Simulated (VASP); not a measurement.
GaN:

```
CELL_PARAMETERS angstrom
3.21154 0.00000 0.00000
-1.60577 2.78127 0.00000
0.00000 0.00000 10.35684
ATOMIC_POSITIONS crystal
Ga 0.00000 0.00000 0.78587
Ga 0.66667 0.33333 0.03735
Ga 0.33333 0.66667 0.53735
Ga 0.00000 0.00000 0.28587
N 0.00000 0.00000 0.09304
N 0.66667 0.33333 0.34375
N 0.00000 0.00000 0.59304
N 0.33333 0.66667 0.84374
```

The cell is a database's computed one.

Base run:

| Item | Value |
| --- | --- |
| Program | VASP 6.6.1 |
| Functional | r2SCAN |
| Potentials or basis | VASP PAW PBE potentials, release 64 (Ga_d, N) |
| Cutoff | 520 eV |
| k mesh | 10 × 10 × 4 |
| Occupations | gaussian, width 0.02 eV |
| Spin | no spin polarisation |

Its results: band gap on the k mesh 1.21 eV, direct.

Question: The run is repeated on the same cell with these changes: functional from r2SCAN to PBE. What comes out?

Answer: Band gap on the k mesh 0.82 eV, direct.

r2SCAN gives the wider gap, since meta-GGAs in the generalised Kohn-Sham scheme recover part of the derivative discontinuity.
